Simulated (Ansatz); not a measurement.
## Is this SiNi2 structure a true minimum?

It was relaxed at this level from a cell as deposited in COD.

The calculation used DFT PBE, scalar-relativistic, plane waves, PAW in Ansatz 0.2.0. Plane waves to 420 eV, a k mesh through Γ of 12×12×8 on the computed 6-atom cell and Gaussian smearing (0.10 eV); no spin polarisation.

The cell below (6 atoms, space group P6_3/mmc (No. 194)) is relaxed within its symmetry.

```xyz
6
Lattice="3.9119 0.0000 0.0000 -1.9560 3.3878 0.0000 0.0000 0.0000 4.9915" Properties=species:S:1:pos:R:3 pbc="T T T"
Si    0.0000    2.2586    3.7436
Si    1.9560    1.1293    1.2479
Ni    0.0000    0.0000    0.0000
Ni    0.0000    0.0000    2.4957
Ni    0.0000    2.2586    1.2479
Ni    1.9560    1.1293    3.7436
```

For the test a repeat of it with 12 atoms (edges 3.91, 3.91, 9.98 Å) was strained at random (σ = 1.5 % a component), the atoms were moved at random (σ = 0.05 Å), and all was relaxed again on a coarse 6×6×2 mesh (in the run’s order of axes) with 0.20 eV smearing, with no symmetry imposed.

Trial moments died out on the coarse mesh, so the last step has no spin; another magnetic start might hold.

Question: What happens?

Answer: It returns, within 1 meV/atom of the unmoved cell on that mesh and with the same symmetry when read at 0.1 Å. So it is stable against the distortions that fit this cell and that this random move excites. Modes that don't fit the cell aren't tested.
